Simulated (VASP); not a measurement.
# Bi2Te3 (Tellurobismuthite) (R-3m) in VASP: equation of state

How stiff is Bi2Te3 (Tellurobismuthite) in PBEsol, and what volume does it want? The cell is scaled to several volumes.

All numbers are computed with VASP 6.6.1; they aren't measurements. Logs are shortened: lines on timing, memory, paths and dates and some standing lists are left out, and cuts for length are marked.

## Step 1: Starting point

The structure is trigonal, space group R-3m (No. 166). Conventional cell: a = 4.386 Å, b = 4.386 Å, c = 30.497 Å, α = 90.00°, β = 90.00°, γ = 120.00°. Around Bi (site symmetry 3m) lie 6 Te at 3.07 to 3.25 Å. Around Te (site symmetry 3m) lie 3 Bi at 3.07 Å. Te (site symmetry -3m) is surrounded by 6 Bi at 3.25 Å.

## Step 2: Equation of state, PBEsol, 31.84 Å³/atom (volume scaled by 0.94)

The input, INCAR:

```
SYSTEM = Bi2Te3
ALGO = Normal ; EDIFF = 1E-7
ENCUT = 520 ; GGA = PS
ISIF = 2 ; ISMEAR = -1
KPAR = 2 ; LASPH = .True.
LCHARG = .False. ; LREAL = .False.
LWAVE = .False. ; NBANDS = 32
NELM = 60 ; PREC = Accurate
SIGMA = 0.05
```

The input, KPOINTS:

```
k-points
0
Gamma
  7 7 7
  0 0 0
```

The input, POSCAR:

```
Bi2Te3
1.0
    2.1482323364      1.2402825177      9.9581458525
   -2.1482323364      1.2402825177      9.9581458525
    0.0000000000     -2.4805650355      9.9581458525
Bi Te
2 3
Direct
    0.6000000000      0.6000000000      0.6000000000
    0.4000000000      0.4000000000      0.4000000000
    0.7905000000      0.7905000000      0.7905000000
    0.2095000000      0.2095000000      0.2095000000
    0.0000000000      0.0000000000      0.0000000000
```

Potentials or basis: VASP PAW PBE potentials, release 64 (Bi_d, Te).

Started as:

```bash
$ cat potpaw_PBE.64/Bi_d/POTCAR potpaw_PBE.64/Te/POTCAR > POTCAR
$ mpirun -np 2 vasp_std > vasp.out
```

OUTCAR:

```text
SYSTEM = Bi2Te3
   EDIFF = 1E-7
   ENCUT = 520
   GGA = PS
   ISIF = 2
   ISMEAR = -1
   LASPH = .True.
   LREAL = .False.
   NELM = 60
   PREC = Accurate

 Found     44 irreducible k-points:

 Following reciprocal coordinates:
            Coordinates               Weight
  0.000000  0.000000  0.000000      1.000000
  0.142857  0.000000  0.000000      6.000000
  0.285714 -0.000000  0.000000      6.000000
  0.428571 -0.000000  0.000000      6.000000
  0.142857  0.142857  0.000000      6.000000
  0.285714  0.142857  0.000000     12.000000
   k-points           NKPTS =     44   k-points in BZ     NKDIM =     44   number of bands    NBANDS=     32
   number of dos      NEDOS =    301   number of ions     NIONS =      5
   total plane-waves  NPLWV = 512000
   dimension x,y,z NGX =    80 NGY =   80 NGZ =   80
   dimension x,y,z NGXF=   160 NGYF=  160 NGZF=  160
   ions per type =               2   3
   NGX,Y,Z   is equivalent  to a cutoff of  12.96, 12.96, 12.96 a.u.
   NGXF,Y,Z  is equivalent  to a cutoff of  25.92, 25.92, 25.92 a.u.
 SYSTEM =  Bi2Te3
   PREC   = accura    normal or accurate (medium, high low for compatibility)
   ISTART =      0    job   : 0-new  1-cont  2-samecut
   ICHARG =      2    charge: 1-file 2-atom 10-const
   ISPIN  =      1    spin polarized calculation?
   LNONCOLLINEAR =      F non collinear calculations
   LSORBIT =      F    spin-orbit coupling
   LASPH  =      T    aspherical Exc in radial PAW
   ENCUT  =  520.0 eV  38.22 Ry    6.18 a.u.  19.08 19.08 19.08*2*pi/ulx,y,z
   NELM   =     60;   NELMIN=  2; NELMDL= -5     # of ELM steps
   EDIFF  = 0.1E-06   stopping-criterion for ELM
   LREAL  =      F    real-space projection
   EDIFFG = 0.1E-05   stopping-criterion for IOM
   NSW    =      0    number of steps for IOM
   IBRION =     -1    ionic relax: 0-MD 1-quasi-New 2-CG
   NFREE  =      0    steps in history (QN), initial steepest desc. (CG)
   ISIF   =      2    stress and relaxation
   ISYM   =      2    0-nonsym 1-usesym 2-fastsym
   POTIM  = 0.5000    time-step for ionic-motion
   TEBEG  =    0.0;   TEEND  =   0.0 temperature during run
   PSTRESS=    0.0 pullay stress
   NELECT =      48.0000    total number of electrons
   NUPDOWN=      -1.0000    fix difference up-down
   EMIN   =  10.00;   EMAX   =-10.00  energy-range for DOS
   EFERMI =   0.00;   METHOD = LEGACY
   ISMEAR =    -1;   SIGMA  =   0.05  broadening in eV -4-tet -1-fermi 0-gaus
   EFERMI_NEDOS =   21; number of points for ismear=-14 and -15
   IALGO  =     38    algorithm
   IMIX   =      4    mixing-type and parameters
     AMIX     =   0.40;   BMIX     =  1.00
     AMIX_MAG =   1.60;   BMIX_MAG =  1.00
  volume/ion in A,a.u.               =      31.84       214.86
  Fermi-wavevector in a.u.,A,eV,Ry     =   1.097770  2.074485 16.396368  1.205099
  Thomas-Fermi vector in A             =   2.234136
   LORBIT       =      0    0 simple, 1 ext, 2 COOP (PROOUT), +10 PAW based schemes
   GGA     = PS    functional components
   LHFCALC =     F    Hartree Fock is set to
   AEXX    =    0.0000 exact exchange contribution
   IVDW    =     0    specifies the selected vdW correction
   LEPSILON=     F    determine dielectric tensor
   LRPA    =     F    only Hartree local field effects (RPA)
 non-spin polarized calculation
  energy-cutoff  :      520.00
  volume of cell :      159.20
 maximum number of plane-waves:      4310
 NGX is ok and might be reduce to    80
   NGX = 39   NGY = 39   NGZ = 39

 number of electron      48.0000003 magnetization

 Free energy of the ion-electron system (eV)
  ---------------------------------------------------
  ext. energy  EPLUGINS =         0.00000000
  ---------------------------------------------------
  free energy    TOTEN  =       -20.21883709 eV

  energy without entropy =      -20.21852722  energy(sigma->0) =      -20.21868216

 E-fermi :   7.0244     XC(G=0):  -9.7675

 val. band max:        6.9303604645   @ k =   0.0000   0.0000   0.0000
 cond. band min:       7.1156631309   @ k =   0.0000   0.0000   0.0000
 fundamental gap:      0.1853026665
 Fermi energy:         7.0244343060

 k-point     1 :       0.0000    0.0000    0.0000
  band No.  band energies     occupation
      1     -16.3183      2.00000
      2     -16.3183      2.00000
      3     -16.3162      2.00000
      4     -16.3162      2.00000
      5     -16.3029      2.00000
      6     -16.3011      2.00000
[... 24 lines left out ...]
     31      11.4963      0.00000
     32      12.0530      0.00000

 k-point     2 :       0.1429    0.0000    0.0000
  band No.  band energies     occupation
      1     -16.3209      2.00000
      2     -16.3184      2.00000
      3     -16.3161      2.00000
      4     -16.3140      2.00000
      5     -16.3015      2.00000
      6     -16.2999      2.00000
[... 24 lines left out ...]
     31      10.9368      0.00000
     32      11.6225      0.00000

 k-point     3 :       0.2857   -0.0000    0.0000
  band No.  band energies     occupation
      1     -16.3275      2.00000
      2     -16.3241      2.00000
      3     -16.3130      2.00000
      4     -16.3103      2.00000
      5     -16.3034      2.00000
      6     -16.3005      2.00000
[... 24 lines left out ...]
     31      11.1893      0.00000
     32      12.2185      0.00000

 k-point     4 :       0.4286   -0.0000    0.0000
  band No.  band energies     occupation
      1     -16.3332      2.00000
      2     -16.3289      2.00000
      3     -16.3122      2.00000
      4     -16.3086      2.00000
      5     -16.3055      2.00000
      6     -16.3025      2.00000
[... 24 lines left out ...]
     31      10.8278      0.00000
     32      11.7274      0.00000

 k-point     5 :       0.1429    0.1429    0.0000
  band No.  band energies     occupation
      1     -16.3209      2.00000
      2     -16.3184      2.00000
      3     -16.3161      2.00000
      4     -16.3140      2.00000
      5     -16.3015      2.00000
      6     -16.2998      2.00000
[... 24 lines left out ...]
     31      11.0690      0.00000
     32      11.5493      0.00000

 k-point     6 :       0.2857    0.1429    0.0000
  band No.  band energies     occupation
      1     -16.3242      2.00000
      2     -16.3220      2.00000
      3     -16.3133      2.00000
      4     -16.3132      2.00000
      5     -16.3007      2.00000
      6     -16.3002      2.00000
[... 24 lines left out ...]
     31      10.9272      0.00000
     32      11.0427      0.00000

 [... further k-points ...]

------------------------ aborting loop because EDIFF is reached ----------------------------------------

  FORCE on cell =-STRESS in cart. coord.  units (eV):
  Direction    XX          YY          ZZ          XY          YZ          ZX
  --------------------------------------------------------------------------------------
  -------------------------------------------------------------------------------------
  Total        3.0543735      3.0543735      2.9910465      0.0000000     -0.0000000      0.0000000
  in kB       30.7398058     30.7398058     30.1024711      0.0000000     -0.0000000      0.0000000
  external PRESSURE =      30.5273609 kB  Pullay stress =       0.0000000 kB

 VOLUME and BASIS-vectors are now :
 -----------------------------------------------------------------------------
  energy-cutoff  :      520.00
  volume of cell :      159.20
      direct lattice vectors                 reciprocal lattice vectors
     2.148232336  1.240282518  9.958145852     0.232749499  0.134377986  0.033473434
    -2.148232336  1.240282518  9.958145852    -0.232749499  0.134377986  0.033473434
     0.000000000 -2.480565036  9.958145852     0.000000000 -0.268755972  0.033473434

 POSITION                                       TOTAL-FORCE (eV/Angst)
 -----------------------------------------------------------------------------------
      0.00000     -0.00000     17.92466         0.000000     -0.000000      0.132716
      0.00000     -0.00000     11.94978         0.000000      0.000000     -0.132716
      0.00000     -0.00000     23.61574         0.000000     -0.000000      0.315828
      0.00000     -0.00000      6.25869         0.000000      0.000000     -0.315828
      0.00000      0.00000      0.00000         0.000000      0.000000     -0.000000
 -----------------------------------------------------------------------------------
    total drift:                               -0.000000     -0.000000     -0.000000

  FREE ENERGIE OF THE ION-ELECTRON SYSTEM (eV)
  ---------------------------------------------------
  free  energy   TOTEN  =       -20.2188370896 eV

  energy  without entropy=      -20.2185272206  energy(sigma->0) =      -20.21868216
```

Run time: 11 min. Hardware: 2 MPI ranks of Intel Xeon 6975P-C (Granite Rapids), shared host; peak memory 0.97 GiB.

Results:

| Property | Result |
| --- | --- |
| Free energy | -20.2188 eV |
| Pressure | 3.1 GPa |
| Largest force | 0.316 eV/Å |
| Band gap on the k mesh | 0.19 eV, direct |

Caveat: the PAW data sets were made with another functional, which shifts forces and pressure a little; spin-orbit coupling is left out, which as a rule narrows the gap of such compounds by several tenths of an eV; an odd mesh through Γ misses points on the zone boundary, where band edges often lie.

## Step 3: Equation of state, PBEsol, 32.52 Å³/atom (volume scaled by 0.96)

INCAR is that of step 2.

KPOINTS is that of step 2.

POSCAR, as its differences from that of step 2:

```diff
@@ -2,5 +2,5 @@
 1.0
-    2.1482323364      1.2402825177      9.9581458525
-   -2.1482323364      1.2402825177      9.9581458525
-    0.0000000000     -2.4805650355      9.9581458525
+    2.1633612316      1.2490171894     10.0282759508
+   -2.1633612316      1.2490171894     10.0282759508
+    0.0000000000     -2.4980343789     10.0282759508
 Bi Te
```

Potentials or basis: VASP PAW PBE potentials, release 64 (Bi_d, Te).

Started as:

```bash
$ cat potpaw_PBE.64/Bi_d/POTCAR potpaw_PBE.64/Te/POTCAR > POTCAR
$ mpirun -np 2 vasp_std > vasp.out
```

Wall time 8 min (2 MPI ranks of Intel Xeon 6975P-C (Granite Rapids), shared host); peak memory 1 GiB.

The run converged. Its results:

```
Free energy            : -20.2696 eV
Pressure               : 1.7 GPa
Largest force          : 0.168 eV/Å
Band gap on the k mesh : 0.20 eV, direct
```

Caveat: the PAW data sets were made with another functional, which shifts forces and pressure a little; spin-orbit coupling is left out, which as a rule narrows the gap of such compounds by several tenths of an eV; an odd mesh through Γ misses points on the zone boundary, where band edges often lie.

(Part 1 of 2 ends here.)
